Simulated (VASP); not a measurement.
# CdTe: convergence, elastic tensor from stress against strain

CdTe, F-43m (no. 216), 2 atoms in the cell. R2SCAN, elastic tensor from stress against strain; PAW potentials Te, Cd (PBE set). VASP 6.6.1.

Wanted: elastic constants within 1.5 %.

Geometry: relaxed with this functional.

Elastic constants: the values given are C11, C12, C44.

The series start from Plane-wave cutoff (eV): 410; k mesh: 6x6x6; Strain step: 0.005; SCF threshold (eV): 1e-7; Ions under strain: relaxed at each strain. Each series keeps the choices made before it, and each single choice may use up half of a tolerance. Times cover all steps of a run.

## Plane-wave cutoff (eV)

| Plane-wave cutoff (eV) | Elastic constants, largest deviation against the largest value | Time (s) |
|---|---|---|
| 280 | 1 % | 129 |
| 320 | 0.31 % | 142 |
| 360 | 1.2 % | 185 |
| 410 | 0.64 % | 144 |
| 500 (reference) | 0 % | 224 |

Chosen: 410, the loosest value from which every tighter one stays within half of the tolerance.

## k mesh

| k mesh | Elastic constants, largest deviation against the largest value | Time (s) |
|---|---|---|
| 4x4x4 | 1.2 % | 92 |
| 6x6x6 | 0.45 % | 144 |
| 8x8x8 | 0.35 % | 173 |
| 10x10x10 (reference) | 0 % | 365 |

Chosen: 6x6x6.

## Strain step

| Strain step | Elastic constants, largest deviation against the largest value | Time (s) |
|---|---|---|
| 0.005 | 0 % | 144 |
| 0.0025 | 0.64 % | 155 |
| 0.01 | 0.39 % | 221 |
| 0.02 | 0.33 % | 193 |
| 0.04 | 0.6 % | 197 |

Chosen: 0.005; no other choice that stays within half of the tolerance saves 30 % of the time.

## SCF threshold (eV)

| SCF threshold (eV) | Elastic constants, largest deviation against the largest value | Time (s) |
|---|---|---|
| 0.0001 | 0.66 % | 137 |
| 1e-5 | 0.17 % | 135 |
| 1e-6 | 0.81 % | 124 |
| 1e-7 | 0.12 % | 144 |
| 1e-8 (reference) | 0 % | 179 |

Chosen: 1e-7.

## Ions under strain

| Ions under strain | Elastic constants, largest deviation against the largest value | Time (s) |
|---|---|---|
| relaxed at each strain | 0 % | 144 |
| clamped | 30 % | 91 |

Chosen: relaxed at each strain.

## All choices together

| Input | Elastic constants, largest deviation against the largest value | Time (s) |
|---|---|---|
| program defaults, KSPACING-like mesh of 0.5 per A (naive) | 15 % | 33 |
| chosen settings | 0.27 % | 144 |
| reference settings throughout | 0 % | 638 |

The tolerance is met.

Values of the reference run: Elastic constants: 51.6, 34.7, 20 GPa.

## The input

INCAR:
```
PREC = Accurate
ENCUT = 410
EDIFF = 1E-7
ISMEAR = 0
SIGMA = 0.02
LREAL = F
LASPH = T
ALGO = Normal
NELM = 120
LWAVE = F
LCHARG = F
METAGGA = R2SCAN
LMIXTAU = T
ISIF = 2
KPAR = 4
IBRION = 2
NSW = 30
EDIFFG = -0.002
```

KPOINTS:
```
Automatic mesh
0
Gamma
  6 6 6
  0 0 0
```

POSCAR.step1:
```
CdTe
 1.0000000000000000
     0.0000000000000000    3.2815234974058698    3.2815234974058698
     3.2651158799188402    0.0000000000000000    3.2815234974058698
     3.2651158799188402    3.2815234974058698    0.0000000000000000
 Te  Cd
   1   1
Direct
  0.7499999999999999  0.7500000000000001  0.7500000000000001
  0.0000000000000000  0.0000000000000000  0.0000000000000000
```

POSCAR.step2:
```
CdTe
 1.0000000000000000
     0.0000000000000000    3.2815234974058698    3.2815234974058698
     3.2979311148928989    0.0000000000000000    3.2815234974058698
     3.2979311148928989    3.2815234974058698    0.0000000000000000
 Te  Cd
   1   1
Direct
  0.7500000000000000  0.7500000000000000  0.7500000000000000
  0.0000000000000000  0.0000000000000000 -0.0000000000000000
```

POSCAR.step3:
```
CdTe
 1.0000000000000000
     0.0000000000000000    3.2733196886623550    3.2733196886623550
     3.2815234974058698   -0.0082038087435147    3.2815234974058698
     3.2815234974058698    3.2815234974058698   -0.0082038087435147
 Te  Cd
   1   1
Direct
  0.7500000000000000  0.7500000000000000  0.7500000000000000
  0.0000000000000000  0.0000000000000000  0.0000000000000000
```

POSCAR.step4:
```
CdTe
 1.0000000000000000
     0.0000000000000000    3.2897273061493846    3.2897273061493846
     3.2815234974058698    0.0082038087435147    3.2815234974058698
     3.2815234974058698    3.2815234974058698    0.0082038087435147
 Te  Cd
   1   1
Direct
  0.7500000000000001  0.7500000000000001  0.7499999999999999
  0.0000000000000000  0.0000000000000000 -0.0000000000000000
```

Commands (each step's output is kept before the next begins):
```
cat potpaw_PBE.64/Te/POTCAR potpaw_PBE.64/Cd/POTCAR > POTCAR
cp POSCAR.step1 POSCAR
mpirun -np 4 vasp_std > vasp.out
rm WAVECAR CHG
cp POSCAR.step2 POSCAR
mpirun -np 4 vasp_std > vasp.out
rm WAVECAR CHG
cp POSCAR.step3 POSCAR
mpirun -np 4 vasp_std > vasp.out
rm WAVECAR CHG
cp POSCAR.step4 POSCAR
mpirun -np 4 vasp_std > vasp.out
```

The chosen input took VASP 6.6.1 144 s on 4 cores (Intel Xeon 6975P-C (Granite Rapids)), a shared host.

## An input that fails: stress not computed (ISIF 0)

It runs to its end, but its output holds no elastic tensor.

Changes against the starting input:
```
(all steps)
- ISIF = 2
+ ISIF = 0
```
